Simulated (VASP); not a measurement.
Write the native input for VASP 6.6.1 that does the following.

```yaml
Task: single point
Functional: PBEsol
Potentials_or_basis: VASP PAW PBE potentials, release 64 (Pt)
Cutoff: 520 eV
k_mesh: 18 × 18 × 10
Occupations: gaussian, width 0.1 eV
Spin: no spin polarisation
Further_INCAR_settings: ALGO = Normal; EDIFF = 1e-06
```

The structure of Pt lies in POSCAR:

```
Pt
1.0
    2.7743674600      0.0000000000      0.0000000000
   -1.3871837300      2.4026727000      0.0000000000
    0.0000000000      0.0000000000      4.5305420600
Pt
2
Direct
    0.3333333300      0.6666666700      0.2500000000
    0.6666666700      0.3333333300      0.7500000000
```

This isn't the form of Pt at room conditions, which is fcc.

One way to write it, as run:

INCAR

```
SYSTEM = Pt
PREC = Accurate
ENCUT = 520
EDIFF = 1E-6
ISMEAR = 0
SIGMA = 0.1
LREAL = .False.
LASPH = .True.
NELM = 80
ALGO = Normal
ISIF = 2
LWAVE = .False.
LCHARG = .False.
GGA = PS
```

KPOINTS

```
regular mesh
0
Gamma
  18 18 10
  0 0 0
```

Potentials or basis: VASP PAW PBE potentials, release 64 (Pt).

Launch:

```console
$ cat potpaw_PBE.64/Pt/POTCAR > POTCAR
$ mpirun -np 1 vasp_std > vasp.out
```

It gave:

```yaml
Pressure: 0.1 GPa
Band_gap_on_the_k_mesh: none (metal or under the smearing width)
```

Caveat: the PAW data sets were made with another functional, which shifts forces and pressure a little.

Run time: 26 s on 1 thread of Intel(R) Xeon(R) 6975P-C (Granite Rapids), on a shared host, peak memory 0.21 GiB.
